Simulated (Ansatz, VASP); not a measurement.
**Two plane-wave programs on Be**

```
CELL_PARAMETERS angstrom
2.27192 0.00000 0.00000
-1.13596 1.96754 0.00000
0.00000 0.00000 7.22707
ATOMIC_POSITIONS crystal
Be 0.00000 0.00000 0.00000
Be 0.00000 0.00000 0.50000
Be 0.33333 0.66667 0.25000
Be 0.66667 0.33333 0.75000
```

Alike in both runs: task single point; functional revPBE; k mesh 18 × 18 × 5; occupations fermi-dirac, width 0.1 eV; no spin polarisation.

|  | VASP | Ansatz |
| --- | --- | --- |
| version | VASP 6.6.1 | Ansatz 0.2.0 |
| potentials or method | VASP PAW PBE potentials, release 64 (Be) | plane waves (420 eV) with PAW, scalar-relativistic |
| plane-wave cutoff (eV) | 520 | 420 |
| valence electrons in the cell | 8 | 8 |

Ansatz gave:

- pressure (GPa): 0.0
- largest component of the traceless stress (GPa): 0.63

Estimate VASP's values.

pressure (GPa): 0.0; largest component of the traceless stress (GPa): 0.65.

With one functional, cell and mesh, what is left measures potentials, basis and numerics.

Caveats: the PAW data sets were made with another functional, which shifts forces and pressure a little (VASP).
